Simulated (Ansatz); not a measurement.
AgBr in Ansatz: convergence with k mesh

Input of the first run (k mesh 3 × 3 × 3); the others differ in this setting and in those tied to it:

File input.yaml:

```yaml
crystal:
  lattice:
    - [0.0, 2.87015, 2.87015]
    - [2.87015, 0.0, 2.87015]
    - [2.87015, 2.87015, 0.0]
  atoms:
    - { symbol: Ag, position: [0.0, 0.0, 0.0] }
    - { symbol: Br, position: [0.5, 0.5, 0.5] }
hamiltonian:
  xc: r2scan
  pseudopotentials: { kind: paw_fr }
magnetization:
  noncollinear: true
  spin_orbit: true
kpoints:
  mp_grid: { grid: [3, 3, 3] }
scf:
  occupations: { method: cold, width: 0.1 }
output:
  forces: true
  stress: true
  eigenvalues: true
```

Potentials or basis: Ansatz PAW.

Launch:

```bash
$ ansatz run input.yaml --threads 2 --pin off --max-ram 5632MiB --backend cpu --events-out ev --progress --plain --runs-dir out
```

Hardware: 2 threads of Arm Neoverse V1, on a shared host.

| k mesh | energy less the tightest run, at zero smearing (meV/atom) | pressure (GPa) | gap on the mesh (eV) | SCF cycles | CPU time (s) | peak memory (GiB) |
| --- | --- | --- | --- | --- | --- | --- |
| 3 × 3 × 3 | 44.11 | 1.85 | 1.571 | 7 | 6.5 | 0.48 |
| 4 × 4 × 4 | 9.28 | 1.32 | 1.210 | 7 | 8 | 0.49 |
| 5 × 5 × 5 | 1.80 | 1.15 | 1.353 | 7 | 9 | 0.5 |
| 6 × 6 × 6 | 0.43 | 1.11 | 1.214 | 8 | 13 | 0.54 |
| 7 × 7 × 7 | 0.10 | 1.10 | 1.287 | 7 | 14 | 0.54 |
| 9 × 9 × 9 | 0.01 | 1.10 | 1.258 | 7 | 22 | 0.57 |
| 11 × 11 × 11 | 0.00 | 1.10 | 1.244 | 7 | 33 | 0.62 |
| 13 × 13 × 13 | 0.00 | 1.10 | 1.236 | 7 | 48 | 0.67 |

Against the tightest run, the energy stays within 1 meV/atom from 6 × 6 × 6 on; the pressure stays within 0.1 GPa from 5 × 5 × 5 on; the gap on the mesh stays within 0.01 eV from 11 × 11 × 11 on. Meshes of other sizes hit other points, so gaps and Fermi surfaces needn't settle smoothly. The tightest run that finished is the yardstick and may itself not be fully converged.

Caveat, for the tightest run too: odd divisions of the mesh miss points on the zone boundary, where band edges often lie, so the gap on the mesh can be too wide; the PAW data sets come from PBE, with cores solved anew for the run's functional, which leaves a small shift of forces and pressure.
